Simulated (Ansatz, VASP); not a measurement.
This is a calculation of BiTe for Ansatz 0.2.0.

input.yaml

```yaml
crystal:
  lattice:
    - [2.3899644647, 1.3798466271, 3.2724581889]
    - [-2.3899644647, 1.3798466271, 3.2724581889]
    - [0.0, -2.7596932542, 3.2724581889]
  atoms:
    - { symbol: Bi, position: [0.5, 0.5, 0.5] }
    - { symbol: Te, position: [0.0, 0.0, 0.0] }
hamiltonian:
  xc: pbesol
  pseudopotentials: { kind: paw }
kpoints:
  mp_grid: { grid: [7, 7, 7] }
scf:
  occupations: { method: fermi_dirac, width: 0.05 }
output:
  forces: true
  stress: true
  eigenvalues: true
```

Potentials or basis: Ansatz PAW.

Command:

```bash
$ ansatz run input.yaml --threads 1 --pin off --max-ram 3584MiB --backend cpu --events-out ev --progress --plain --runs-dir out
```

Q: Set up the same calculation for VASP 6.6.1. Potentials there: VASP PAW PBE potentials, release 64 (Bi_d, Te).

A: As run (the cutoff follows the program's own potentials):

The input INCAR:

```
PREC = Accurate
ENCUT = 520
EDIFF = 1E-7
ISMEAR = -1
SIGMA = 0.05
LREAL = False
LASPH = True
NELM = 100
ALGO = Normal
ISIF = 2
LWAVE = False
LCHARG = False
GGA = PS
NBANDS = 18
```

KPOINTS

```
regular mesh
0
Gamma
  7 7 7
```

POSCAR

```
BiTe
1.0
    2.3899644647      1.3798466271      3.2724581889
   -2.3899644647      1.3798466271      3.2724581889
    0.0000000000     -2.7596932542      3.2724581889
Bi Te
1 1
Direct
    0.5000000000      0.5000000000      0.5000000000
    0.0000000000      0.0000000000      0.0000000000
```

Potentials or basis: VASP PAW PBE potentials, release 64 (Bi_d, Te).

Launch:

```console
$ cat potpaw_PBE.64/Bi_d/POTCAR potpaw_PBE.64/Te/POTCAR > POTCAR
$ mpirun -np 1 vasp_std > vasp.out
```

Both were run:

|  | VASP | Ansatz | Ansatz less VASP |
| --- | --- | --- | --- |
| gap on the k mesh at the Fermi level (eV) | none | none | - |
| pressure (GPa) | -0.4 | -0.3 | +0.01 |
| largest component of the traceless stress (GPa) | 0.32 | 0.32 | -0.004 |

A gap of «none» marks a metal or a gap that the smearing closes. The two sets of potentials don't hold the same shells in valence.

Caveats: spin-orbit coupling is left out, which moves the levels of the heavy elements; the PAW data sets were made with another functional, which shifts forces and pressure a little (VASP); the PAW data sets come from PBE, with cores solved anew for the run's functional, which leaves a small shift of forces and pressure (Ansatz).
